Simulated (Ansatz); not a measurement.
Space group Fm-3m (No. 225). a = 7.092 Å, b = 7.092 Å, c = 7.092 Å, α = 90.00°, β = 90.00°, γ = 90.00°
```csv
atom,site,symmetry,x,y,z
K,4a,m-3m,0.0000,0.0000,0.0000
I,4b,m-3m,0.5000,0.0000,0.0000
```

Equation of state of this KI structure (not necessarily the ground state), with shape and atoms relaxed at each volume where symmetry leaves them free. Level of theory: Ansatz 0.2.0, DFT r2SCAN, scalar-relativistic, plane waves, PAW.

Settings: cutoff 500 eV, Γ-centred mesh 6×6×6 on the computed 2-atom cell, Gaussian smearing of 0.02 eV; no spin polarisation.

| V (Å³/atom) | E − E(largest V) (meV/atom) | P (GPa) | gap on mesh (eV) |
| --- | --- | --- | --- |
| 41.911 | 1.58 | 0.90 | 4.75 |
| 43.249 | -3.81 | 0.41 | 4.66 |
| 44.586 | -5.48 | 0.00 | 4.58 |
| 45.924 | -4.05 | -0.34 | 4.51 |
| 47.262 | 0.00 | -0.62 | 4.44 |

Fit a third-order Birch–Murnaghan equation to E(V).

V0 = 44.60 Å³/atom, B0 = 12 GPa, B0' = 4.9.

Spin-orbit coupling is left out, which matters for the bands of heavy elements.